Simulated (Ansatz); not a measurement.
# RbHg: the cost of one run

Computed with Ansatz 0.2.0 (DFT PBE, scalar-relativistic, plane waves, PAW, unless a step's input says otherwise).

1 further run of the same task is left out (it didn't finish).

**1. The structure to begin with**

It takes space group Fd-3m (No. 227, cubic). Conventional cell: a = 8.825 Å, b = 8.825 Å, c = 8.825 Å, α = 90.00°, β = 90.00°, γ = 90.00°. Around Rb (site symmetry -43m) lie 4 Rb at 3.82 Å and 4 Hg at 3.82 Å. Around Hg (site symmetry -43m) lie 4 Rb at 3.82 Å and 4 Hg at 3.82 Å.

As a file:

```
Rb Hg
1.0
     0.00000    4.41226    4.41226
     4.41226    0.00000    4.41226
     4.41226    4.41226    0.00000
Rb Hg
2 2
Cartesian
  4.4123 4.4123 4.4123
  6.6184 6.6184 6.6184
  0.0000 0.0000 0.0000
  2.2061 2.2061 2.2061
```

It is the end of an earlier relaxation with the same method, from a database cell with other species swapped in; it is a trial structure. At a tolerance of 0.05 Å it has space group Fd-3m (No. 227); it has 42.95 Å³/atom, an uncorrected energy of -0.13 eV/atom over the elements.

**2. Electronic structure at the relaxed geometry**

File input.yaml:

```yaml
crystal:
  lattice:
    - [0.0, 4.4122606802, 4.4122606802]
    - [4.4122606802, 0.0, 4.4122606802]
    - [4.4122606802, 4.4122606802, 0.0]
  atoms:
    - { symbol: Rb, position: [0.5, 0.5, 0.5] }
    - { symbol: Rb, position: [0.75, 0.75, 0.75] }
    - { symbol: Hg, position: [0.0, 0.0, 0.0] }
    - { symbol: Hg, position: [0.25, 0.25, 0.25] }
basis:
  ecutwfc: 420
kpoints:
  mp_grid: { grid: [10, 10, 10] }
  band_path:
    path:
      - [[0.0, 0.0, 0.0], [0.5, 0.0, 0.5], [0.625, 0.25, 0.625]]
      - [[0.375, 0.375, 0.75], [0.0, 0.0, 0.0], [0.5, 0.5, 0.5], [0.5, 0.25, 0.75], [0.5, 0.0, 0.5]]
    npoints: 14
hamiltonian:
  xc: pbe
scf:
  occupations: { method: gaussian, width: 0.1 }
  n_extra_bands: 10
output:
  forces: true
  stress: true
  eigenvalues: true
  populations: true
  dos: { projected: true, de: 0.02, nscf_kmesh: { grid: [12, 12, 12] } }
  bader: true
  write_density: true
  write_potential: true
  elf: true
  volumetric_format: npy
```

Started as:

```
$ ansatz run input.yaml --threads 1 --pin off --max-ram 2560MiB --backend cpu --events-out ev --progress --plain --runs-dir out
```

Q: Estimate wall time and peak memory on 1 thread of Arm Neoverse N1, shared host.

About 1.9 min, with a peak of 0.63 GiB.
